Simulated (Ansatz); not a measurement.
A trial structure of P was built thus: 4-, 6-connected net of one element (P-6c2, No. 188). The dimensions are guesses.

```yaml
crystal:
  lattice:
    - [4.48959, 0.00000, 0.00000]
    - [-2.24479, 3.88810, 0.00000]
    - [0.00000, 0.00000, 6.46203]
  atoms:
    - { symbol: P, position: [0.08915, 0.78870, 0.75000] }
    - { symbol: P, position: [0.21130, 0.30045, 0.75000] }
    - { symbol: P, position: [0.69955, 0.91085, 0.75000] }
    - { symbol: P, position: [0.69955, 0.78870, 0.25000] }
    - { symbol: P, position: [0.21130, 0.91085, 0.25000] }
    - { symbol: P, position: [0.08915, 0.30045, 0.25000] }
    - { symbol: P, position: [0.33333, 0.66667, 0.50000] }
    - { symbol: P, position: [0.33333, 0.66667, 0.00000] }
```

Computed with Ansatz 0.2.0, DFT PBE, scalar-relativistic, plane waves, PAW. Cutoff 420 eV, Gaussian smearing, Γ-centred meshes. Cell and atoms relax first on a coarse mesh and then on a finer one. In between, the cell is made exact in the group found at 0.06 Å. In metals the finer mesh still leaves noise of several meV/atom or more. The steps can't lower the symmetry of their start. No spin polarisation.

A guess keeps its type if space group and coordination stay and the shape of the cell changes little (axis ratios within about 15 %, angles within 6°); the volume may change.

Task: Does it keep its structure type, or change into something else?

Result: It keeps its type. The symmetry stays P-6c2 (No. 188). The volume per atom grows by 17.1 %, from 14.1 to 16.5 Å³. The shortest distance goes from 2.08 Å (P–P) to 2.33 Å (P–P). The ratio c/a of the conventional cell changes by a factor of 0.92. Counting neighbours within 15 % of an atom's shortest distance, the start has P 4/6 and the end P 4/6.

Energies count from the standard state of P at the same level. The references include black phosphorus.

Task: At what energy does it end?

Result: +0.39 eV/atom. It lies above the standard state, so it could only be metastable.

The last run used a 12×12×6 mesh (in the run's order of axes) for its 8-atom cell and Gaussian smearing of 0.10 eV. The reference form of P is held partly by dispersion forces, which this level lacks. Symmetry constrained the relaxation, so the result can be a saddle point. Another cell of P relaxed alike, in Fm-3m, lies 216 meV/atom lower, so this cell isn't the stable form at this level.

In counts of neighbours, a slash parts the counts of unlike sites.
